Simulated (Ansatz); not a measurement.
# KI, space group Cmcm: a phonon calculation by linear response

Computed with Ansatz 0.2.0 through its Python package.

Contents of `ki.xyz`:
```text
4
Lattice="2.51266 -4.255227 0.0 2.51266 4.255227 0.0 0.0 0.0 8.676589" Properties=species:S:1:pos:R:3 pbc="T T T"
K     2.51266000    0.00000000    4.33829450
K     2.51266000    0.00000000    0.00000000
I     2.51266000   -2.89551176    2.16914725
I     2.51266000    2.89551176    6.50744175
```

The cells in order, each with its output:

In [1]:
```python
from pathlib import Path
import warnings

import ansatz as az
import numpy as np
```

In [2]:
```python
warnings.simplefilter("ignore", az.DeckWarning)
```

In [3]:
```python
structure = az.Crystal.from_extxyz("ki.xyz")
```

In [4]:
```python
[site.symbol for site in structure.resolved().sites]
```
Out [4]:
```text
['K', 'K', 'I', 'I']
```

In [5]:
```python
setup = (
    structure.calculation()
    .occupations("methfessel_paxton", width=0.05)
    .functional(az.Functional.LDA)
    .kpoints(4, 4, 2)
    .phonons("dfpt", points=[(0, 0, 0), (0.5, 0, 0)])
)
done = setup.run(threads=1, runs_dir="runs")
ph = done.phonons

for q in ph.qpoints:
    thz = np.asarray(q.omega_inv_cm) / 33.35641
    print("q = ({:.2f}, {:.2f}, {:.2f})".format(*q.q_frac), np.round(thz, 2) + 0.0, "THz")
```
```text
q = (0.00, 0.00, 0.00) [0.   0.   0.   1.11 1.19 1.7  1.72 1.89 2.12 2.29 2.32 3.72] THz
q = (0.50, 0.00, 0.00) [0.87 1.16 1.17 1.26 1.37 1.65 1.88 2.06 2.14 2.38 2.77 3.34] THz
```

Caveats:
- The cell isn't relaxed first, so the values belong to this volume.
- No non-analytic term is added, so at the zone centre the longitudinal optical modes of a polar crystal aren't split off.
- The structure comes from a database of computed cells and needn't be a stable or known phase.
- The structure is taken as given; imaginary modes can come from an unrelaxed or unstable start.
- It ran for 53 s on 1 thread of AMD EPYC 9R45 96-Core Processor (Zen 5) (shared host), peak memory 0.79 GiB.
